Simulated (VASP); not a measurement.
A VASP 6.6.1 single-point calculation on NaCl

INCAR

```
GGA = PE
SIGMA = 0.02
NSW = 0
PREC = Accurate
AMIX = 0.2
NBANDS = 14
ISIF = 2
ENCUT = 520
IBRION = -1
LREAL = .FALSE.
LWAVE = .FALSE.
EDIFF = 1E-5
NELM = 67
ISMEAR = -1
LASPH = .TRUE.
IMIX = 1
LCHARG = .FALSE.
```

KPOINTS

```
KPOINTS created by Atomic Simulation Environment
0
Gamma
8 8 8
0 0 0
```

POSCAR

```
Na Cl
 1.0000000000000000
     0.0000000000000000    2.8867797900999999    2.8867797900999999
     2.8867797900999999    0.0000000000000000    2.8867797900999999
     2.8867797900999999    2.8867797900999999    0.0000000000000000
 Na  Cl
   1   1
Cartesian
  0.0000000000000000  0.0000000000000000  0.0000000000000000
  2.8867797900999999  2.8867797900999999  2.8867797900999999
```

The recommended PBE PAW datasets give the neutral cell 14 valence electrons.

Command

```
mpirun -np 1 vasp_std
```

Question: Predict the outcome of this run.

Answer: It converged. Results: gap between bands v and c on the k mesh 4.85 eV; least direct gap on the k mesh 4.85 eV; pressure -0.9 GPa. Band v is the last that the valence electrons fill when counted band by band, and c is the next.

OSZICAR

```
N       E                     dE             d eps       ncg     rms          rms(c)
DAV:   1     0.986159866852E+02    0.98616E+02   -0.70719E+03   812   0.990E+02
DAV:   2     0.216232130279E+01   -0.96454E+02   -0.88113E+02   870   0.258E+02
DAV:   3    -0.682944639051E+01   -0.89918E+01   -0.89260E+01  1040   0.736E+01
DAV:   4    -0.698344123665E+01   -0.15399E+00   -0.15390E+00   962   0.105E+01
DAV:   5    -0.698654046876E+01   -0.30992E-02   -0.30990E-02  1052   0.154E+00    0.214E+00
DAV:   6    -0.685365556087E+01    0.13288E+00   -0.88582E-02  1022   0.165E+00    0.175E+00
DAV:   7    -0.679952450407E+01    0.54131E-01   -0.42387E-02  1072   0.111E+00    0.158E+00
DAV:   8    -0.677845185881E+01    0.21073E-01   -0.16288E-02  1042   0.704E-01    0.138E+00
DAV:   9    -0.677084113933E+01    0.76107E-02   -0.74247E-03  1094   0.483E-01    0.121E+00
DAV:  10    -0.676863077722E+01    0.22104E-02   -0.32102E-03  1046   0.331E-01    0.102E+00
...
DAV:  21    -0.677237560820E+01   -0.10418E-03   -0.18225E-05   926   0.317E-02    0.953E-02
DAV:  22    -0.677245211556E+01   -0.76507E-04   -0.12966E-05   920   0.266E-02    0.755E-02
DAV:  23    -0.677250807752E+01   -0.55962E-04   -0.92398E-06   938   0.224E-02    0.598E-02
DAV:  24    -0.677254887704E+01   -0.40800E-04   -0.65911E-06   926   0.188E-02    0.475E-02
DAV:  25    -0.677257853817E+01   -0.29661E-04   -0.47046E-06   896   0.158E-02    0.378E-02
DAV:  26    -0.677260004847E+01   -0.21510E-04   -0.33592E-06   926   0.133E-02    0.301E-02
DAV:  27    -0.677261560907E+01   -0.15561E-04   -0.23643E-06   814   0.112E-02    0.241E-02
DAV:  28    -0.677262684291E+01   -0.11234E-04   -0.17832E-06   810   0.966E-03    0.193E-02
DAV:  29    -0.677263493952E+01   -0.80966E-05   -0.12008E-06   556   0.813E-03
   1 F= -.67726349E+01 E0= -.67726349E+01  d E =-.130856E-12
```

For comparison, a separate PBE run of the intended cell, on usual settings and not on those above, gives a gap of 4.85 eV on its mesh and a pressure of -0.9 GPa.
